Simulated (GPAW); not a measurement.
Zr:

```
Zr
1.0
     3.23200    0.00000    0.00000
    -1.61600    2.79899    0.00000
     0.00000    0.00000    5.14700
Zr
2
Direct
  0.66667 0.33333 0.75000
  0.33333 0.66667 0.25000
```

```yaml
Program: GPAW 26.7.0
Task: relaxation of cell and atoms
Functional: PBEsol
Dispersion: D4
Potentials_or_basis: PAW data sets generated in the run's folder for this functional
Cutoff: 600 eV
Basis: pw
k_mesh: 7 × 7 × 4
Occupations: fermi-dirac, width 0.05 eV
Spin: no spin polarisation
```

At the start: pressure -4.3 GPa; volume 23.28 Å³/atom.

Question: How do energy, volume and symmetry change on relaxing?

Answer: Over 3 steps the energy falls by 13.7 meV/atom and the volume is 22.21 Å³/atom (-4.6 %); space group P6_3/mmc (No. 194, to 0.05 Å).

Step by step:
| step | energy change (eV) | largest force (eV/Å) | pressure (GPa) | volume (Å³) |
| --- | --- | --- | --- | --- |
| 1 | 0.0000 | 0.0000 | -4.30 | 46.56 |
| 2 | -0.0139 | 0.0000 | -3.12 | 45.94 |
| 3 | -0.0274 | 0.0001 | 0.09 | 44.42 |

Final structure:
```
CELL_PARAMETERS angstrom
3.18245 0.00000 0.00000
-1.59123 2.75609 0.00000
0.00000 0.00000 5.06388
ATOMIC_POSITIONS crystal
Zr 0.66667 0.33333 0.75000
Zr 0.33333 0.66667 0.25000
```

Caveat: later steps reuse the first step's grids; pairwise dispersion overbinds metals, which lowers pressure and volume.
